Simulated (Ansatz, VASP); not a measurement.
TaN: VASP beside Ansatz

```xyz
2
Lattice="0.0000 2.2101 2.2101 2.2101 0.0000 2.2101 2.2101 2.2101 0.0000" Properties=species:S:1:pos:R:3 pbc="T T T"
Ta    2.2293    2.2101    2.2101
N    -0.2481    0.0000    0.0000
```

Change from the starting cell: mode 4 frozen in at -0.244 Å, equal normal strain along x, y and z +0.0167.

Alike in both runs: task single point; functional LDA; k mesh 18 × 18 × 18; occupations gaussian, width 0.15 eV; no spin polarisation.

```csv
,VASP,Ansatz
version,VASP 6.6.1,Ansatz 0.2.0
potentials or method,"VASP PAW LDA potentials, release 64 (Ta_pv, N)","scalar-relativistic, plane waves, PAW"
plane-wave cutoff (eV),520,520
valence electrons in the cell,16,18
```

|  | VASP | Ansatz | Ansatz less VASP |
| --- | --- | --- | --- |
| gap on the k mesh at the Fermi level (eV) | none | none | - |
| pressure (GPa) | -2.8 | -4.9 | -2.02 |
| largest component of the traceless stress (GPa) | 21.81 | 21.38 | -0.423 |
| rms of the force components (eV/Å) | 1.598 | 1.562 | -0.0351 |

Atom by atom the forces differ by 0.035 eV/Å (rms over components). A gap of «none» marks a metal or a gap that the smearing closes. The two sets of potentials don't hold the same shells in valence. Ansatz warned: «pseudo_functional_mismatch».

Caveats: forces of over 1 eV/Å show positions far from the minimum, so gaps and moduli don't describe the material at rest. Spin-orbit coupling is left out, which matters for the levels of Ta.
